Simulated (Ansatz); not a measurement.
# ZnF$_{2}$ (P4_2/mnm), elastic constants by finite strains: input and output

Computed with PBEsol, PAW on Ansatz 0.2.0's default frozen-core files (fitted under PBE), scalar-relativistic; not a measurement.

Cell and atoms were relaxed beforehand by PAW with this functional.

Command:

```sh
ansatz run input.yaml --threads 2 --pin off --max-ram 6144MiB --backend cpu --events-out ev --progress --plain --runs-dir out
```

input.yaml:

```yaml
crystal:
  lattice:
    - [4.71720365471, 0.0, 0.0]
    - [0.0, 4.71720365471, 0.0]
    - [0.0, 0.0, 3.12862407239]
  atoms:
    - { symbol: Zn, position: [0.0, 0.0, 0.0] }
    - { symbol: Zn, position: [0.5, 0.5, 0.5] }
    - { symbol: F, position: [0.303836500503, 0.303836500503, 0.0] }
    - { symbol: F, position: [0.196163499497, 0.803836500503, 0.5] }
    - { symbol: F, position: [0.696163499497, 0.696163499497, 0.0] }
    - { symbol: F, position: [0.803836500503, 0.196163499497, 0.5] }
kpoints:
  mp_grid: { grid: [4, 4, 6] }
scf:
  occupations: { method: fixed }
hamiltonian:
  xc: pbesol
  pseudopotentials: { kind: paw }
elastic:
  mode: relaxed_ion
  stencil: two_point
  amplitude: 0.008
```

Output:

```
Warning: RAYON_NUM_THREADS=2 ignored (pool sized by the plan → 2); use --threads N
Engine: ansatz 0.2.0, aarch64-unknown-linux-gnu
Pseudopotentials: kind: paw
Pseudopotential: Zn, paw, valence charge 12, recommended cutoff 420 eV (normal), Zn.paw.azcp
Pseudopotential: F, paw, valence charge 7, recommended cutoff 420 eV (normal), F.paw.azcp
Functional definition: PBEsol
  exchange = pbesol_x
  correlation = pbesol_c
Crystal: 6 atoms, lattice volume = 69.618 Å³
Basis set: ecut = 420 eV, 1395 PW (Γ), exchange–correlation on 64×64×48 points (8 copies of the dense FFT grid, shifted against one another)
Bands: 32, of which v1, the nominal top of the filled ones, is band 26 counted from 1 (25 counted from 0)
Symmetry: 16 space group operations
Space group: P42/mnm (ITA 136), of the structure as read, at distance tolerance 4.1e-5 Å
k-points: 24 of 96
Non-local potential: Zn, projectors of the file, l = 0: 2, l = 1: 2, l = 2: 3, l = 3: 1
Non-local potential: F, projectors of the file, l = 0: 2, l = 1: 2, l = 2: 1
PAW form: soft (Blöchl's): semilocal exchange-correlation on the pseudo side does not see the compensation charge
PAW frozen core: Zn, regenerated for the run's functional, and the local potential with it (the file was generated under x = pbe(κ = 0.804, μ = 0.2195149727645171), c = pbe(β = 0.06672455060314922))
PAW frozen core: F, regenerated for the run's functional, and the local potential with it (the file was generated under x = pbe(κ = 0.804, μ = 0.2195149727645171), c = pbe(β = 0.06672455060314922))
PAW one-centre angular grid: Zn, 590 points (default); XC on 64 Gauss nodes
PAW one-centre angular grid: F, 110 points (default); XC on 64 Gauss nodes
Initial density: superposition of atomic densities (neutral atoms: chi_scale 0, normalization atom), corrected by the library's trained network
Initial wavefunctions: pseudopotential atomic-orbital guess
Functional: x = pbesol(κ = 0.804, μ = 0.12345679012345678), c = pbesol(β = 0.046)
SCF iter   1: F=—  HF=-9766.199321 eV  |F-HF|=—  |Δ(HF+E_count)|=         —  Δρ=1.62e-2  dr2=1.11e-1  ethr=1.77e-3  ⟨swp⟩=5.1  Hψ=2851  notcnv=0  defer=92
preconditioner: auto → Resta (q_TF=auto, 2.599 Å⁻¹)  ε∞=5.0  [insulator: Δε(μ)=3.348 eV  Ē_g=15.972 eV  n_scr=18 (ndim 8)  ℏωp=32.1 eV  f_vac=0.121  ε∞_Penn≈5.0]
SCF iter   2: F=—  HF=-9766.165673 eV  |F-HF|=—  |Δ(HF+E_count)|=   3.36e-2  Δρ=2.15e-3  dr2=1.24e-3  ethr=2.14e-4  ⟨swp⟩=2.3  Hψ=1551  notcnv=0  defer=96
SCF iter   3: F=—  HF=-9766.165820 eV  |F-HF|=—  |Δ(HF+E_count)|=   1.46e-4  Δρ=1.15e-3  dr2=5.00e-4  ethr=2.38e-6  ⟨swp⟩=2.0  Hψ=858  notcnv=0  defer=96
SCF iter   4: F=—  HF=-9766.165902 eV  |F-HF|=—  |Δ(HF+E_count)|=   8.19e-5  Δρ=1.23e-4  dr2=7.63e-6  ethr=9.61e-7  ⟨swp⟩=2.2  Hψ=1026  notcnv=0  defer=96
SCF iter   5: F=—  HF=-9766.165929 eV  |F-HF|=—  |Δ(HF+E_count)|=   2.75e-5  Δρ=1.15e-4  dr2=4.64e-6  ethr=1.47e-8  ⟨swp⟩=2.0  Hψ=1251  notcnv=0  defer=45
SCF iter   6: F=—  HF=-9766.165929 eV  |F-HF|=—  |Δ(HF+E_count)|=   1.74e-7  Δρ=1.51e-5  dr2=1.39e-7  ethr=8.93e-9  ⟨swp⟩=2.0  Hψ=1251  notcnv=0  defer=45
[... 127 lines left out ...]
SCF iter  10: F=-9766.164419 eV  HF=-9766.164419 eV  |F-HF|=0.00e0  |Δ(HF+E_count)|=  1.82e-12  Δρ=8.84e-10  dr2=3.71e-16  ethr=1.00e-12  ⟨swp⟩=3.3  Hψ=2504  notcnv=0
SCF 40 converged in 10 iterations: F = -9766.164419 eV  dr2 = 3.71e-16
SCF converged after 12 iterations
Free energy (F): -9766.165929 eV
Harris-Foulkes:  -9766.165929 eV  (|F-HF|=3.64e-12)
Internal energy: -9766.165929 eV  (E = F + TS)
E sigma→0 (E₀):  -9766.165929 eV
Fermi energy:    3.544881 eV
--- Per-component energies (eV) ---
  E_band       = -110.751331
  E_kinetic    = 1084.924411
  E_local      = -5774.231625  (includes V_loc(G=0)·N_el)
  E_nonlocal   = 1547.504537
  E_hartree    = 2311.385093
  E_xc         = -580.395303
  E_vxc        = -503.933627  (∫ρ·V_xc dr)
  E_paw        = -4375.529833  (= ΣΔE_a)
  E_vpaw       = -1087.792557  (= ΣTr[D̂ρ^β])
  E_aug_tail   = 0.007341  (compensation charges beyond the density's cutoff)
  E_ewald      = -3981.595032
  E_core_change = 1.764480  (= ΣΔE_core)
  E_smearing   = -0.000000  (= −TS)
  E_closure    = 0.000000  (closes the sum)
  Σ components = -9766.165929   (vs F -9766.165929, Δ=0.00e0)
--- Forces (eV/Å), atoms counted from 1 ---
  atom   1  Zn     0.00000000    -0.00000000     0.00000000
  atom   2  Zn     0.00000000     0.00000000     0.00000000
  atom   3  F     -0.00001527    -0.00001527     0.00000000
  atom   4  F      0.00001527    -0.00001527     0.00000000
  atom   5  F      0.00001527     0.00001527     0.00000000
  atom   6  F     -0.00001527     0.00001527     0.00000000
  max |Σ_I F_I| component: 8.67e-19 eV/Å
--- Stress (GPa, compression-positive) ---
        0.008896       0.000000       0.000000
        0.000000       0.008896       0.000000
        0.000000       0.000000      -0.009231
  P = ⅓ Tr σ = 0.0029 GPa (0.029 kbar)
--- Elastic constants: 4 strain directions × 2 members + reference (group order 16) ---
  dense FFT box of the reference and of every strained cell: 32×32×24
  strains applied: 11, 33, 23, 12; error gains: componentwise 1.00 (the most a stress slope's error grows in a printed constant), spectral 1.41 (1 for all six strains in a standard setting)
  C = ∂σ_k/∂η_j (tension-positive GPa; Voigt order 11 22 33 23 13 12):
       124.762     95.850     93.619      0.000      0.000     -0.000
        95.850    124.762     93.619      0.000      0.000     -0.000
        93.512     93.512    197.317      0.000      0.000     -0.000
         0.000      0.000      0.000     34.669      0.000      0.000
         0.000      0.000      0.000      0.000     34.669      0.000
        -0.000     -0.000     -0.000      0.000      0.000     80.863
  reference stress σ⁰ (GPa):     -0.009     -0.009      0.009     -0.000     -0.000     -0.000
  C* (energy form; C + prestress term) asymmetry max|C*_kj − C*_jk| = 8.876e-2 GPa — a small one proves nothing (zero by symmetry where the batch's group is 432, −43m or m−3m); a large one is finite-difference/SCF noise where ...
  moduli (Voigt/Reuss/Hill, GPa): K = 112.53/107.98/110.26   G = 40.96/30.27/35.62   E = 96.46   ν = 0.354
  mechanically stable: yes (min eigenvalue of sym C = 28.91 GPa)
  strain η (Voigt 11):  stress-route row diagonal C_11 = 124.76 GPa, energy-path curvature d²(F+E_count+ΔE)/dδ²/Ω₀ = 128.64 GPa
         δ    σ_11 (GPa)             F (eV)   n_scf  n_hpsi   n_pw
    -8.000e-3      -1.0171       -9766.1638084      10   19271   1379   relax 6 steps, max|allowed force component| 2.43e-7 eV/Å
     8.000e-3       0.9791       -9766.1640871      10   19693   1403   relax 4 steps, max|allowed force component| 7.43e-6 eV/Å
  strain η (Voigt 33):  stress-route row diagonal C_33 = 197.32 GPa, energy-path curvature d²(F+E_count+ΔE)/dδ²/Ω₀ = 199.77 GPa
         δ    σ_33 (GPa)             F (eV)   n_scf  n_hpsi   n_pw
    -8.000e-3      -1.6051       -9766.1628888      10   13105   1368   relax 4 steps, max|allowed force component| 2.21e-7 eV/Å
     8.000e-3       1.5520       -9766.1629837      10   13176   1411   relax 3 steps, max|allowed force component| 2.89e-6 eV/Å
  strain η (Voigt 23):  stress-route row diagonal C_44 = 34.67 GPa, energy-path curvature d²(F+E_count+ΔE)/dδ²/Ω₀ = 35.71 GPa
         δ    σ_23 (GPa)             F (eV)   n_scf  n_hpsi   n_pw
    -8.000e-3      -0.2774       -9766.1652269      10   22843   1391   relax 5 steps, max|allowed force component| 6.79e-6 eV/Å
     8.000e-3       0.2773       -9766.1652269      10   23037   1391   relax 3 steps, max|allowed force component| 1.60e-6 eV/Å
  strain η (Voigt 12):  stress-route row diagonal C_66 = 80.86 GPa, energy-path curvature d²(F+E_count+ΔE)/dδ²/Ω₀ = 81.71 GPa
         δ    σ_12 (GPa)             F (eV)   n_scf  n_hpsi   n_pw
    -8.000e-3      -0.6469       -9766.1644191      10   15378   1387   relax 3 steps, max|allowed force component| 3.07e-5 eV/Å
     8.000e-3       0.6469       -9766.1644191      10   14522   1387   relax 3 steps, max|allowed force component| 3.50e-5 eV/Å
```

The run converged.

Elastic constants:

Elastic constants of a crystal by Kohn-Sham DFT: slopes of the stress over finite engineering strains of the given cell, Voigt indices, Cartesian axes as in the input.

```
Pressure at rest         : 0.003 GPa
Least elastic eigenvalue : 28.91 GPa
Elastically stable       : yes
```

```
index  elastic (GPa)
   11          124.8
   12          95.85
   13          93.57
   33          197.3
   44          34.67
   66          80.86
```

**Elastic moduli**

Hill averages of a grain aggregate, Debye temperature from the mean sound speed over directions.

```
Bulk modulus                     : 110.3 GPa
Shear modulus                    : 35.62 GPa
Young modulus                    : 96.46 GPa
Poisson ratio                    : 0.3542
Bulk over shear modulus          : 3.096
Elastic anisotropy index         : 1.809
Least young modulus              : 47.43 GPa
Largest young modulus            : 145.3 GPa
Longitudinal sound speed         : 5656 m/s
Transverse sound speed           : 2687 m/s
Elastic debye temperature        : 387.2 K
Linear compressibility (x, y, z) : 3.987, 3.987, 1.287 1/TPa
```

Strained cells:

Stress of each strained cell less that at rest, tension positive.

| strain component | strain | stress xx (GPa) | stress yy (GPa) | stress zz (GPa) | stress yz (GPa) | stress xz (GPa) | stress xy (GPa) | relaxation steps |
| --- | --- | --- | --- | --- | --- | --- | --- | --- |
| xx | -0.008 | -1.008 | -0.7946 | -0.7618 | 0 | 0 | 0 | 6 |
| xx | 0.008 | 0.988 | 0.739 | 0.7344 | 0 | 0 | 0 | 4 |
| zz | -0.008 | -0.7634 | -0.7634 | -1.614 | 0 | 0 | 0 | 4 |
| zz | 0.008 | 0.7346 | 0.7346 | 1.543 | 0 | 0 | 0 | 3 |
| yz | -0.008 | -0.0029 | -0.0035 | -0.0011 | -0.2774 | 0 | 0 | 5 |
| yz | 0.008 | -0.0028 | -0.0035 | -0.0011 | 0.2774 | 0 | 0 | 3 |
| xy | -0.008 | -0.007 | -0.007 | -0.0071 | 0 | 0 | -0.6469 | 3 |
| xy | 0.008 | -0.007 | -0.007 | -0.0071 | 0 | 0 | 0.6469 | 3 |

Caveats: frozen-core PAW files fitted under PBE, their cores solved anew for the functional of the run.

Time and hardware: 97 s on 2 threads of Arm Neoverse V1, on a shared host, peak memory 0.4 GiB.
